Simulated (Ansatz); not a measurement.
# Mo: the cost of one run

Computed with Ansatz 0.2.0 (DFT PBEsol, scalar-relativistic, plane waves, PAW, unless a step's input says otherwise).

The COD entry's cell or inner coordinates are ideal or old and differ from later refinements, so a difference from it is no clean test against experiment.

2 further runs of the same task are left out: 2 set aside as unsound or not needed.

**1. The structure to begin with**

The structure is cubic, space group Im-3m (No. 229). Conventional cell: a = 3.129 Å, b = 3.129 Å, c = 3.129 Å, α = 90.00°, β = 90.00°, γ = 90.00°. Mo (site symmetry m-3m) has 8 Mo at 2.71 Å as nearest neighbours.

As a file:

```xyz
1
Lattice="-1.5647 1.5647 1.5647 1.5647 -1.5647 1.5647 1.5647 1.5647 -1.5647" Properties=species:S:1:pos:R:3 pbc="T T T"
Mo    0.0000    0.0000    0.0000
```

This cell was relaxed beforehand with the same method: volume 15.32 Å³/atom, gap on the mesh none (metal).

**2. The slab**

Miller indices refer to the conventional cell of the relaxed bulk, Im-3m (No. 229): a = 3.129 Å, b = 3.129 Å, c = 3.129 Å, α = 90.00°, β = 90.00°, γ = 90.00°.

A (100) slab, 6.3 Å thick as cut, with 17 Å of vacuum; its outer planes are Mo (top) and Mo (bottom).

The slab as cut. Layers, bottom to top:

```
plane  atoms per cell  height over the lowest (Å)
    1              Mo                        0.00
    2              Mo                        1.56
    3              Mo                        3.13
    4              Mo                        4.69
    5              Mo                        6.26
```

**3. Relaxing the clean slab**

input.yaml

```yaml
crystal:
  lattice:
    - [3.1293068542, 0.0, 0.0]
    - [0.0, 3.1293068542, 0.0]
    - [0.0, 0.0, 23.2586137084]
  atoms:
    - { symbol: Mo, position: [0.5, 0.5, 0.3654560029] }
    - { symbol: Mo, position: [0.0, 0.0, 0.4327280015] }
    - { symbol: Mo, position: [0.5, 0.5, 0.5] }
    - { symbol: Mo, position: [0.0, 0.0, 0.5672719985] }
    - { symbol: Mo, position: [0.5, 0.5, 0.6345439971] }
basis:
  ecutwfc: 420
kpoints:
  mp_grid: { grid: [9, 9, 1] }
hamiltonian:
  xc: pbesol
scf:
  occupations: { method: gaussian, width: 0.1 }
output:
  forces: true
  eigenvalues: true
  write_density: true
  write_potential: true
  elf: true
  volumetric_format: npy
relax:
  adjacent_minimum: "off"
  f_tol: 0.03
  max_steps: 70
  constraints: [{ sites: [0, 1] }]
efield:
  axis: 3
  dipole_correction: true
  ramp_width: 0.04
```

Started as:

```
> ansatz run input.yaml --threads 1 --pin off --max-ram 2560MiB --backend cpu --events-out ev --progress --plain --runs-dir out
```

**Question.** How long does this run take on 1 thread of Arm Neoverse V2, shared host, and how much memory does it need?

About 73 s, with a peak of 0.4 GiB.
